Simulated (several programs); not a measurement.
BeSe (zincblende) from semi-empirical methods to plane-wave DFT

Zincblende BeSe, relaxed with r2SCAN in Ansatz, was computed with several methods. The symmetry is F-43m (No. 216, cubic); conventional cell a = 5.162 Å, 17.19 Å³ an atom. Be is surrounded by 4 Se at 2.24 Å; Se is surrounded by 4 Be at 2.24 Å. Calculated for a static, non-magnetic cell.

```
Be Se
1.0
     0.00000    2.58104    2.58104
     2.58104    0.00000    2.58104
     2.58104    2.58104    0.00000
Be Se
1 1
Cartesian
  0.0000 0.0000 0.0000
  1.2905 1.2905 1.2905
```

Gaps and times are for a single point on this cell; volume and bulk modulus come from each method's own relaxation or energy curve at fixed shape. Times are rough, from shared hosts (Arm Neoverse V1; NVIDIA H100 80GB HBM3), and each method has its own mesh and cell size. PM6 (MOPAC), PM7 (MOPAC), GFN1-xTB (tblite), GFN2-xTB (tblite) treat a cluster of cells at its zone centre, which samples few k points: where these miss a band edge, the gap comes out too large for that reason alone. Gaps from k meshes are read at a limited set of points (mesh, symmetry points, PBE's band edges), so each method's own least gap may be somewhat smaller. xTB and the PM methods were fitted mostly to molecules, and can miss a solid's gap by electronvolts. Minimal bases can be far off for gaps. PBE/DZVP lies far from plane-wave PBE here, an effect of basis or sampling. Times of the plane-wave ladder aren't listed, since it ran on unlike processors and cards. GLLB-SC's gap includes the derivative discontinuity. G0W0 is at finite bands, cutoff and mesh. d marks a direct gap, i an indirect one (no mark: not told apart), a dash a value that wasn't computed or didn't pass its checks.

```csv
method,kind,gap (eV),own volume (Å³/atom),bulk modulus (GPa),atoms computed,processor time
light PBE (260 eV and a coarse mesh),light plane-wave,2.66 i,–,–,2,0.7 s
PBE,semilocal,2.66 i,17.35,75,2,–
PM6 (MOPAC),semi-empirical,2.77,–,–,cluster,2 s
PM7 (MOPAC),semi-empirical,3.58,18.19,77,cluster,2.2 s
PBE/single zeta (GPAW),small basis,3.03 d,–,–,2,2.6 s
GFN1-xTB (tblite),tight binding,1.56,17.06,89,cluster,3.3 s
r2SCAN,semilocal,3.12 i,17.19,80,2,–
PBE/SZV (CP2K),small basis,3.54 d,–,–,2,4.8 s
GFN2-xTB (tblite),tight binding,6.02,–,–,cluster,5.7 s
G0W0@r2SCAN (180 eV screening cutoff),many-body,4.05,–,–,2,–
GLLB-SC (GPAW),model potential,4.24,–,–,2,6.9 s
PBE/DZVP (CP2K),small basis,3.53 i,–,–,2,7.2 s
PBE+SOC,semilocal,2.51 i,–,–,2,–
G0W0@PBE0 (180 eV screening cutoff),many-body,4.38,–,–,2,–
G0W0@HSE06 (180 eV screening cutoff),many-body,4.20,–,–,2,–
G0W0@PBE (260 eV screening cutoff),many-body,3.92,–,–,2,–
PBE0,hybrid,4.17 i,–,–,2,–
HSE06,hybrid,3.49 i,–,–,2,–
```

Against HSE06 (3.49 eV) and with closed or daggered gaps left aside, the nearest gap at the points sampled is that of PBE/DZVP (CP2K) (+0.04 eV) and the farthest that of GFN2-xTB (tblite) (+2.53 eV). HSE06 is only a yardstick of convenience, and nearness to it can be luck.

Volumes against r2SCAN's: PBE +0.9 %, PM7 (MOPAC) +5.8 %, GFN1-xTB (tblite) -0.8 %.

Only the rows marked +SOC include spin-orbit coupling.
